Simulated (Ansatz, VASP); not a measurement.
ZnS in VASP and in Ansatz

```
Zn S
1.0
     2.61975    0.00000    0.00000
     0.00000    2.61975    0.00000
     0.00000    0.00000    2.61975
Zn S
1 1
Direct
  0.00000 0.00000 0.00000
  0.50000 0.50000 0.50000
```

Change from the starting cell: volume scaled by 0.55, LAPW.

Alike in both runs: task single point; functional PBE; k mesh 15 × 15 × 15; occupations fermi-dirac, width 0.1 eV; no spin polarisation.

|  | VASP | Ansatz |
| --- | --- | --- |
| version | VASP 6.6.1 | Ansatz 0.2.0 |
| potentials or method | VASP PAW PBE potentials, release 64 (Zn, S), cutoff 520 eV | all-electron LAPW, scalar-relativistic |

VASP gave:

| Quantity | Value |
| --- | --- |
| pressure (GPa) | 169.9 |

Task: Which values does Ansatz return?

Result: Pressure (GPa): 168.0.

Ansatz ran all-electron here, so the differences hold the error of VASP's frozen core and of both bases.

Caveats: the cell as given lies far from equilibrium; so large a pressure means that the cell lies far from this level's equilibrium, or that cutoff or potentials fall short (VASP).
